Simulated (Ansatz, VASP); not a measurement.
# Two plane-wave programs on CdTe

```
Cd Te
1.0
     0.00000    3.20500    3.20500
     3.20500    0.00000    3.20500
     3.20500    3.20500    0.00000
Cd Te
1 1
Direct
  0.00000 0.00000 0.00000
  0.25000 0.25000 0.25000
```

Alike in both runs: task relaxation of cell and atoms; functional PBEsol; k mesh 8 × 8 × 8; occupations gaussian, width 0.02 eV; no spin polarisation.

```csv
,VASP,Ansatz
version,VASP 6.6.1,Ansatz 0.2.0
potentials or method,"VASP PAW PBE potentials, release 64 (Cd, Te)","scalar-relativistic, plane waves, PAW"
plane-wave cutoff (eV),600,420
valence electrons in the cell,18,36
```

```tsv
	VASP	Ansatz	Ansatz less VASP
gap on the k mesh at the Fermi level, each at its own relaxed structure (eV)	0.64	0.65	+0.006
relaxed volume (Å³/atom)	34.26	34.16	-0.096
relaxed cell length with the largest relative difference (Å)	4.593	4.589	-0.0043
energy change over the relaxation (meV/atom)	-7	-6	+1.1
```

The two sets of potentials don't hold the same shells in valence.

Caveats: the PAW data sets were made with another functional, which shifts forces and pressure a little (VASP); spin-orbit coupling is left out, which moves the levels of the heavy elements. PBEsol gaps usually lie below the measured ones, often by a third to a half. Zero-point motion and thermal expansion aren't in these numbers.
